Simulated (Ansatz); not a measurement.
Crystal: Ge.

```
Ge
1.0
    -2.57449    2.57449    1.39741
     2.57449   -2.57449    1.39741
     2.57449    2.57449   -1.39741
Ge
2
Direct
  0.50000 0.50000 0.00000
  0.25000 0.75000 0.50000
```

This isn't the form of Ge at room conditions, which is diamond.

Base run:

- Program: Ansatz 0.2.0
- Functional: r2SCAN
- Potentials or basis: Ansatz PAW
- Cutoff: 500 eV (not typed: the program's choice for these potentials)
- k mesh: 11 × 11 × 11
- Occupations: fermi-dirac, width 0.05 eV
- Spin: no spin polarisation

Its results: band gap on the k mesh none (metal or under the smearing width); pressure 0.6 GPa.

Problem. The run is repeated on the same cell with these changes: functional from r2SCAN to LDA; cutoff from 500 eV (not typed: the program's choice for these potentials) to 420 eV (not typed: the program's choice for these potentials). What comes out?

Solution. Band gap on the k mesh none (metal or under the smearing width); pressure -2.5 GPa.

Caveats: the PAW data sets come from PBE, with cores solved anew for the run's functional, which leaves a small shift of forces and pressure.
